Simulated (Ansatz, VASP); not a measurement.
CO2: VASP beside Ansatz

```
CELL_PARAMETERS angstrom
5.23539 0.00000 0.00000
0.00000 5.23539 0.00000
0.00000 0.00000 5.23539
ATOMIC_POSITIONS crystal
C 0.00000 0.00000 0.00000
C 0.50000 0.00000 0.50000
C 0.50000 0.50000 0.00000
C 0.00000 0.50000 0.50000
O 0.12841 0.12841 0.12841
O 0.37159 0.87159 0.62841
O 0.62841 0.37159 0.87159
O 0.87159 0.62841 0.37159
O 0.87159 0.87159 0.87159
O 0.62841 0.12841 0.37159
O 0.37159 0.62841 0.12841
O 0.12841 0.37159 0.62841
```

Alike in both runs: functional PBEsol; k mesh 4 × 4 × 4; occupations gaussian, width 0.1 eV; no spin polarisation.

Ansatz relaxed the structure, and its values are those at the end. VASP's run is a single point on that final structure, the one shown.

```csv
,VASP,Ansatz
version,VASP 6.6.1,Ansatz 0.2.0
potentials or method,"VASP PAW PBE potentials, release 64 (C, O)","scalar-relativistic, plane waves, PAW"
plane-wave cutoff (eV),520,420
valence electrons in the cell,64,64
```

|  | VASP | Ansatz | Ansatz less VASP |
| --- | --- | --- | --- |
| gap on the k mesh at the Fermi level (eV) | 6.94 | 6.97 | +0.031 |
| least direct gap on the mesh (eV) | 6.94 | 6.97 | +0.031 |
| pressure (GPa) | 5.6 | 3.5 | -2.08 |
| rms of the force components (eV/Å) | 0.342 | 0.006 | -0.3359 |

One of these differences is far larger than is usual between the two programs; its cause wasn't traced. With one functional, cell and mesh, what is left measures potentials, basis and numerics.

Caveats: the standard files for N, O and F lose accuracy on very short bonds; the PAW data sets were made with another functional, which shifts forces and pressure a little (VASP). Expect the measured gap to be larger: semilocal functionals such as PBEsol lack the derivative discontinuity. A k mesh can miss the band edges.
